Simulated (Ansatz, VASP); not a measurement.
Two plane-wave programs on Rh

The input INCAR:

```
PREC = Accurate
ENCUT = 520
EDIFF = 1E-7
ISMEAR = -1
SIGMA = 0.05
LREAL = F
LASPH = T
NELM = 80
ALGO = Normal
ISIF = 2
LWAVE = F
LCHARG = F
GGA = PS
NBANDS = 38
```

The input KPOINTS:

```
regular mesh
0
Gamma
  11 11 3
```

File POSCAR:

```
Rh
1.0
    2.6736786789      0.0000000000      0.0000000000
   -1.3368393395      2.3154736575      0.0000000000
    0.0000000000      0.0000000000      8.7390209003
Rh
4
Direct
    0.6666666667      0.3333333333      0.7500000000
    0.0000000000      0.0000000000      0.5000000000
    0.3333333333      0.6666666667      0.2500000000
    0.0000000000      0.0000000000      0.0000000000
```

Contents of input.yaml:

```yaml
crystal:
  lattice:
    - [2.6736786789, 0.0, 0.0]
    - [-1.3368393395, 2.3154736575, 0.0]
    - [0.0, 0.0, 8.7390209003]
  atoms:
    - { symbol: Rh, position: [0.6666666667, 0.3333333333, 0.75] }
    - { symbol: Rh, position: [0.0, 0.0, 0.5] }
    - { symbol: Rh, position: [0.3333333333, 0.6666666667, 0.25] }
    - { symbol: Rh, position: [0.0, 0.0, 0.0] }
hamiltonian:
  xc: pbesol
  pseudopotentials: { kind: paw }
kpoints:
  mp_grid: { grid: [11, 11, 3] }
scf:
  occupations: { method: fermi_dirac, width: 0.05 }
output:
  forces: true
  stress: true
  eigenvalues: true
```

Change from the starting cell: volume scaled by 0.98.

Alike in both runs: task single point; functional PBEsol; k mesh 11 × 11 × 3; occupations fermi-dirac, width 0.05 eV; no spin polarisation.

|  | VASP | Ansatz |
| --- | --- | --- |
| version | VASP 6.6.1 | Ansatz 0.2.0 |
| potentials or method | VASP PAW PBE potentials, release 64 (Rh_pv) | Ansatz PAW |
| plane-wave cutoff (eV) | 520 | 420 |
| valence electrons in the cell | 60 | 68 |

|  | VASP | Ansatz | Ansatz less VASP |
| --- | --- | --- | --- |
| gap on the k mesh at the Fermi level (eV) | none | none | - |
| pressure (GPa) | 0.0 | 0.1 | +0.07 |
| largest component of the traceless stress (GPa) | 1.18 | 1.18 | 0.000 |

A gap of «none» marks a metal or a gap that the smearing closes. The two sets of potentials don't hold the same shells in valence.

Caveats: the PAW data sets were made with another functional, which shifts forces and pressure a little (VASP); the PAW data sets come from PBE, with cores solved anew for the run's functional, which leaves a small shift of forces and pressure (Ansatz).
